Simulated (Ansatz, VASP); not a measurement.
# Cross-check of LaHf15O32 between VASP and Ansatz, part 2 of 2

Wanted: the spread between two codes on one cell, functional and k mesh. The structure shown is the end of the VASP relaxation below.

VASP 6.6.1 and Ansatz 0.2.0.

So far: Set-up; VASP: relaxation, PBEsol.

## Step 3: Ansatz: single point, PBEsol

Level of this step: Ansatz beside VASP: Kohn-Sham DFT, plane waves, PBEsol (Ansatz).

Ansatz runs on its default PAW (the set named soft_2) files.

The same cell, functional, mesh and smearing now go to Ansatz, which takes its cutoff from its data sets.

input.yaml reads:

```yaml
crystal:
  lattice:
    - [-5.96735314, 5.15509311, 5.20139825]
    - [4.210368, -5.15509311, 5.15304292]
    - [5.96735314, 5.15509311, -5.20139825]
  atoms:
    - { symbol: La, position: [0.59587129, 0.49373546, 0.37274907] }
    - { symbol: Hf, position: [0.08381118, 0.99157113, 0.37047046] }
    - { symbol: Hf, position: [0.08181003, 0.49398993, 0.86859439] }
    - { symbol: Hf, position: [0.58304618, 0.9927983, 0.87092118] }
    - { symbol: Hf, position: [0.87897536, 0.76493947, 0.84911091] }
    - { symbol: Hf, position: [0.37440527, 0.25736852, 0.83587959] }
    - { symbol: Hf, position: [0.37786747, 0.7594262, 0.3422524] }
    - { symbol: Hf, position: [0.8795309, 0.25248721, 0.33944864] }
    - { symbol: Hf, position: [0.41848344, 0.5092297, 0.63318981] }
    - { symbol: Hf, position: [0.92097683, 0.01393791, 0.63672041] }
    - { symbol: Hf, position: [0.92054458, 0.50708139, 0.13440071] }
    - { symbol: Hf, position: [0.41461152, 0.99864893, 0.12924804] }
    - { symbol: Hf, position: [0.12653174, 0.24438337, 0.16398559] }
    - { symbol: Hf, position: [0.62506697, 0.74050216, 0.15679399] }
    - { symbol: Hf, position: [0.62598816, 0.2425751, 0.66466977] }
    - { symbol: Hf, position: [0.12647356, 0.74354557, 0.66157921] }
    - { symbol: O, position: [0.4797336, 0.45575742, 0.09551393] }
    - { symbol: O, position: [0.98773402, 0.95423999, 0.11792241] }
    - { symbol: O, position: [0.99024198, 0.4539003, 0.61228945] }
    - { symbol: O, position: [0.49528537, 0.95532402, 0.61748054] }
    - { symbol: O, position: [0.65983431, 0.79789743, 0.7863515] }
    - { symbol: O, position: [0.15790997, 0.29590807, 0.78420827] }
    - { symbol: O, position: [0.16138945, 0.79456912, 0.29358504] }
    - { symbol: O, position: [0.65565591, 0.26222534, 0.2633113] }
    - { symbol: O, position: [0.5082365, 0.54484165, 0.88167772] }
    - { symbol: O, position: [0.99715523, 0.05458855, 0.88942146] }
    - { symbol: O, position: [0.00306534, 0.54460682, 0.38623296] }
    - { symbol: O, position: [0.50174539, 0.04983436, 0.38690565] }
    - { symbol: O, position: [0.3196147, 0.17809834, 0.19545715] }
    - { symbol: O, position: [0.83956371, 0.70101017, 0.21274681] }
    - { symbol: O, position: [0.84037601, 0.20943721, 0.71033899] }
    - { symbol: O, position: [0.34075956, 0.70501798, 0.71297835] }
    - { symbol: O, position: [0.89025287, 0.74486934, 0.62352827] }
    - { symbol: O, position: [0.36145638, 0.21228731, 0.59142281] }
    - { symbol: O, position: [0.3619388, 0.71467385, 0.09446497] }
    - { symbol: O, position: [0.86426173, 0.21592163, 0.09561015] }
    - { symbol: O, position: [0.36561531, 0.53771511, 0.39995804] }
    - { symbol: O, position: [0.88239773, 0.03497909, 0.39741145] }
    - { symbol: O, position: [0.88576874, 0.5400203, 0.90652428] }
    - { symbol: O, position: [0.3763717, 0.03315103, 0.89496096] }
    - { symbol: O, position: [0.13995098, 0.28373617, 0.40935952] }
    - { symbol: O, position: [0.64273832, 0.80816628, 0.40953132] }
    - { symbol: O, position: [0.63909124, 0.2857691, 0.90891664] }
    - { symbol: O, position: [0.13696172, 0.78064756, 0.90595093] }
    - { symbol: O, position: [0.62918935, 0.47295672, 0.62840178] }
    - { symbol: O, position: [0.12171807, 0.9652697, 0.6011557] }
    - { symbol: O, position: [0.12223177, 0.46562746, 0.10165841] }
    - { symbol: O, position: [0.61979116, 0.94844563, 0.09119377] }
total_charge: -1
hamiltonian:
  xc: pbesol
  pseudopotentials: { kind: paw }
kpoints:
  mp_grid: { grid: [2, 2, 2] }
scf:
  occupations: { method: gaussian, width: 0.05 }
  n_extra_bands: 16
output:
  forces: true
  eigenvalues: true
```

Launch:

```sh
$ ansatz run input.yaml --threads 8 --pin off --max-ram 18432MiB --backend cpu --events-out ev --progress --plain --runs-dir out
```

Numbers of over 12 decimals in the logs are rounded to 6 here.

Output:

```text
scf.n_extra_bands = 16 over 297 filled bands (N_el = 594.0): the run solves 313 bands
Engine: ansatz 0.2.0, aarch64-unknown-linux-gnu
Pseudopotentials: kind: paw
Pseudopotential: La, paw, valence charge 11, recommended cutoff 420 eV (normal), La.paw.azcp
Pseudopotential: Hf, paw, valence charge 26, recommended cutoff 420 eV (normal), Hf.paw.azcp
Pseudopotential: O, paw, valence charge 6, recommended cutoff 420 eV (normal), O.paw.azcp
Functional definition: PBEsol
  exchange = pbesol_x
  correlation = pbesol_c
Crystal: 48 atoms, lattice volume = 542.830 Å³
Basis set: ecut = 420 eV, 10581 PW (Γ), exchange–correlation on 128×120×128 points (8 copies of the dense FFT grid, shifted against one another)
Bands: 313, of which v1, the nominal top of the filled ones, is band 297 counted from 1 (296 counted from 0)
Symmetry: 1 space group operations
Space group: P1 (ITA 1), of the structure as read, at distance tolerance 8.2e-5 Å
k-points: 8
Non-local potential: La, projectors of the file, l = 0: 3, l = 1: 2, l = 2: 2, l = 3: 3
Non-local potential: Hf, projectors of the file, l = 0: 3, l = 1: 2, l = 2: 2, l = 3: 3
Non-local potential: O, projectors of the file, l = 0: 2, l = 1: 2, l = 2: 1
PAW form: soft (Blöchl's): semilocal exchange-correlation on the pseudo side does not see the compensation charge
PAW frozen core: La, regenerated for the run's functional, and the local potential with it (the file was generated under x = pbe(κ = 0.804, μ = 0.219515), c = pbe(β = 0.066725))
PAW frozen core: Hf, regenerated for the run's functional, and the local potential with it (the file was generated under x = pbe(κ = 0.804, μ = 0.219515), c = pbe(β = 0.066725))
PAW frozen core: O, regenerated for the run's functional, and the local potential with it (the file was generated under x = pbe(κ = 0.804, μ = 0.219515), c = pbe(β = 0.066725))
PAW one-centre angular grid: La, 590 points (default); XC on 64 Gauss nodes
PAW one-centre angular grid: Hf, 590 points (default); XC on 64 Gauss nodes
PAW one-centre angular grid: O, 110 points (default); XC on 64 Gauss nodes
Initial density: superposition of atomic densities (neutral atoms scaled as one to the charged cell's electrons: chi_scale 0, normalization atom), corrected by the library's trained network
Initial wavefunctions: pseudopotential atomic-orbital guess
Functional: x = pbesol(κ = 0.804, μ = 0.123457), c = pbesol(β = 0.046)
SCF iter   1: F=—  HF=-258149.846758 eV  |F-HF|=—  |Δ(HF+E_count)|=         —  Δρ=1.94e-2  dr2=1.51e0  ethr=1.77e-3  ⟨swp⟩=4.5  Hψ=8362  notcnv=0
preconditioner: auto → Resta (q_TF=auto, 2.770 Å⁻¹)  ε∞=6.5  [insulator: Δε(μ)=3.854 eV  Ē_g=16.202 eV  σ=0.050 eV  W_gap=1.00  n_scr=202 (ndim 8)  ℏωp=37.8 eV  f_vac=0.069  D(μ)=0.00/eV (n_scr^D=0)  ε∞_Penn≈6.5]
SCF iter   2: F=—  HF=-258149.404481 eV  |F-HF|=—  |Δ(HF+E_count)|=   4.42e-1  Δρ=4.53e-3  dr2=1.12e-1  ethr=2.54e-4  ⟨swp⟩=2.0  Hψ=5033  notcnv=0  defer=74
SCF iter   3: F=—  HF=-258149.375046 eV  |F-HF|=—  |Δ(HF+E_count)|=   2.94e-2  Δρ=2.29e-3  dr2=3.24e-2  ethr=1.88e-5  ⟨swp⟩=2.5  Hψ=3850  notcnv=0  defer=74
SCF iter   4: F=—  HF=-258149.368488 eV  |F-HF|=—  |Δ(HF+E_count)|=   6.56e-3  Δρ=6.37e-4  dr2=2.13e-3  ethr=5.46e-6  ⟨swp⟩=2.0  Hψ=4806  notcnv=0  defer=74
SCF iter   5: F=—  HF=-258149.369838 eV  |F-HF|=—  |Δ(HF+E_count)|=   1.35e-3  Δρ=6.19e-4  dr2=1.66e-3  ethr=3.59e-7  ⟨swp⟩=2.0  Hψ=4806  notcnv=0  defer=74
SCF iter   6: F=—  HF=-258149.369096 eV  |F-HF|=—  |Δ(HF+E_count)|=   7.42e-4  Δρ=1.06e-4  dr2=8.02e-5  ethr=2.79e-7  ⟨swp⟩=2.0  Hψ=4774  notcnv=0  defer=74
SCF iter   7: F=—  HF=-258149.368469 eV  |F-HF|=—  |Δ(HF+E_count)|=   6.27e-4  Δρ=6.11e-5  dr2=2.16e-5  ethr=1.35e-8  ⟨swp⟩=2.0  Hψ=4853  notcnv=0  defer=74
SCF iter   8: F=—  HF=-258149.368467 eV  |F-HF|=—  |Δ(HF+E_count)|=   1.98e-6  Δρ=3.13e-5  dr2=5.37e-6  ethr=3.64e-9  ⟨swp⟩=2.0  Hψ=4806  notcnv=0  defer=74
SCF iter   9: F=—  HF=-258149.368467 eV  |F-HF|=—  |Δ(HF+E_count)|=   1.82e-8  Δρ=8.34e-6  dr2=3.75e-7  ethr=9.04e-10  ⟨swp⟩=2.0  Hψ=4806  notcnv=0  defer=74
SCF iter  10: F=—  HF=-258149.368467 eV  |F-HF|=—  |Δ(HF+E_count)|=   2.27e-7  Δρ=5.67e-6  dr2=1.46e-7  ethr=1.68e-11  ⟨swp⟩=9.1  Hψ=10812  notcnv=0
SCF iter  11: F=-258149.368467 eV  HF=-258149.368467 eV  |F-HF|=2.30e-9  |Δ(HF+E_count)|=   2.07e-8  Δρ=1.72e-6  dr2=1.58e-8  ethr=1.68e-11  ⟨swp⟩=4.1  Hψ=9403  notcnv=0
SCF 1 converged in 11 iterations: F = -258149.368467 eV  dr2 = 1.58e-8
  greatest PAW one-centre occupation: 0.999 electrons in one spin orbital (limit 2), on the Hf atom at site 5 (counted from 0), in its partial waves of l = 3
SCF converged after 11 iterations
Free energy (F): -258149.368467 eV
Harris-Foulkes:  -258149.368467 eV  (|F-HF|=2.30e-9)
Internal energy: -258149.368467 eV  (E = F + TS)
E sigma→0 (E₀):  -258149.368467 eV
Fermi energy:    16.329096 eV
--- Per-component energies (eV) ---
  E_band       = 300.368298
  E_kinetic    = 12186.655619
  E_local      = -94967.484037  (includes V_loc(G=0)·N_el)
  E_nonlocal   = -16903.224303
  E_hartree    = 43532.127936
  E_xc         = -6962.242760
  E_vxc        = -7165.264858  (∫ρ·V_xc dr)
  E_paw        = -112325.090529  (= ΣΔE_a)
  E_vpaw       = 20085.354411  (= ΣTr[D̂ρ^β])
  E_aug_tail   = 0.079225  (compensation charges beyond the density's cutoff)
  E_ewald      = -82730.254714
  E_core_change = 20.065096  (= ΣΔE_core)
  E_smearing   = -0.000000  (= −TS)
  E_closure    = -0.000000  (closes the sum)
  E_deformation_potential = -23.964139  (in the stress; not in F)
  Σ components = -258149.368467   (vs F -258149.368467, Δ=0.00e0)
--- Forces (eV/Å), atoms counted from 1 ---
  atom   1  La     0.02601243     0.02816994     0.00894470
  atom   2  Hf    -0.03938233     0.02759922     0.07387991
  atom   3  Hf    -0.07145577     0.04035107     0.08094213
  atom   4  Hf    -0.01596201    -0.01100612     0.07079867
  atom   5  Hf    -0.00296261     0.04125521    -0.06815207
  atom   6  Hf    -0.03189996     0.05625401    -0.08356471
  atom   7  Hf     0.01545008     0.03455507    -0.09947117
  atom   8  Hf     0.02324199     0.01943569    -0.09034263
  atom   9  Hf    -0.00082248    -0.02522135    -0.08758459
  atom  10  Hf    -0.01312876    -0.02590588    -0.09440745
  atom  11  Hf     0.03170614    -0.06697088    -0.06363187
  atom  12  Hf     0.06004527    -0.01108708    -0.03451475
  atom  13  Hf     0.05063165     0.02390322     0.10269394
  atom  14  Hf    -0.02284108    -0.00548107     0.06164783
  atom  15  Hf     0.01910220    -0.02317743     0.08636409
  atom  16  Hf     0.01490725    -0.07468024     0.07429557
  atom  17  O      0.00483862    -0.00190647    -0.04760545
  atom  18  O     -0.02785726    -0.01864576    -0.05082791
  atom  19  O     -0.03673082    -0.01122942    -0.07095045
  atom  20  O     -0.02399628    -0.01799598    -0.03664784
  atom  21  O      0.02299617    -0.01368667     0.05082248
  atom  22  O      0.00657610    -0.00319155     0.03930183
  atom  23  O      0.03204106    -0.00566154     0.05053324
  atom  24  O      0.02805346    -0.04243927     0.04941751
[...]
atom  41  O      0.04290310     0.02030090     0.03481390
  atom  42  O      0.00785610     0.05350044    -0.01549373
  atom  43  O      0.02904284     0.01284230     0.02759324
  atom  44  O      0.03091309     0.02996178     0.03834750
  atom  45  O     -0.05260041    -0.02148315    -0.00660263
  atom  46  O     -0.03102410     0.01555859    -0.00966682
  atom  47  O     -0.05249547     0.01559095    -0.02990692
  atom  48  O     -0.08597257     0.06022055    -0.04802654
  max |Σ_I F_I| component: 2.42e-5 eV/Å
--- Band table (eV; the first three rows and the last of 8) ---
  k-point 0: bands = [... 293 lower, 14.0263, 14.1089, 14.2164, 14.3458, 18.6253, 18.6995, 18.8030, 18.9897, ... 12 higher]
  k-point 1: bands = [... 293 lower, 13.9545, 14.0734, 14.0968, 14.1773, 18.6916, 18.7260, 18.7563, 18.8978, ... 12 higher]
  k-point 2: bands = [... 293 lower, 14.0468, 14.1620, 14.2096, 14.3336, 18.5668, 18.5906, 18.9262, 19.0235, ... 12 higher]
  k-point 7: bands = [... 293 lower, 13.9413, 14.0634, 14.1946, 14.3010, 18.3124, 18.8678, 18.8991, 19.0019, ... 12 higher]
```

Elapsed: 45 s, on 8 threads of Arm Neoverse N1, shared host; peak memory 5.9 GiB.

## Step 4: Comparison

Known differences besides the potentials themselves: the data sets hold 594 valence electrons in Ansatz (default PAW (the set named soft_2) files) and 264 in VASP; the cutoff is 420 eV in Ansatz and 400 eV in VASP (PREC = Normal, projectors in real space); Ansatz makes its cores anew for this functional, VASP keeps those of its PBE data sets. Total energies have different zeros and are not compared.

Both answers:

```tsv
quantity	Ansatz	VASP	difference
gap on the k mesh (eV)	3.967	3.912	+0.055
```

At this near-relaxed geometry the largest component of a force difference is 101 meV/Å. A gap on the mesh is an upper bound, since the band edges may lie between its points; neither run holds spin-orbit coupling, which can move the band edges of a compound of Hf. VASP's last cycles still show a density residual of 2e-03, so its state may not be settled.

## Step 5: Further runs

Further runs change the set-up of one program: Ansatz's method, potentials or start, or VASP's data sets, cutoff or form of LDA. The table gives Ansatz less VASP for each quantity, since a change that brings one quantity closer may part another.

```tsv
run	r.m.s. force difference (meV/Å)	gap on the k mesh (eV)
as above	41	0.055
cores kept as stored	41	0.054
Ansatz's larger PAW set (cutoff 900 eV)	42	0.052
norm-conserving potentials (cutoff 1497 eV)	51	0.074
```

## Step 6: What came out

```yaml
r_m_s_force_difference_single_point_pbesol: 41 meV/Å
difference_in_gap_on_the_k_mesh_single_point_pbesol: 0.055 eV
```

**Reading.** The r.m.s. force difference is 41 meV/Å (single point, PBEsol), beyond the 12 meV/Å picked in this series as the mark of a large difference. Single point, PBEsol, norm-conserving potentials (cutoff 1497 eV): the difference in gap on the k mesh goes from 0.055 to 0.074 eV. Such differences can come from data sets, numerical settings and the points named under the comparisons, not from the functional's error against experiment.

[Lines on the potential files, build, host, timing and source positions are cut from VASP's logs without a mark.]

[Logs are printed without paths, hosts, clocks, repeated set-up lines and the standing remarks that a program may print on its own settings, such as how far it seeks lower states.]

[Hosts, paths, dates, database ids (printed as entryN), source tags and the programs' standing remarks are cut or masked in the printed files.]
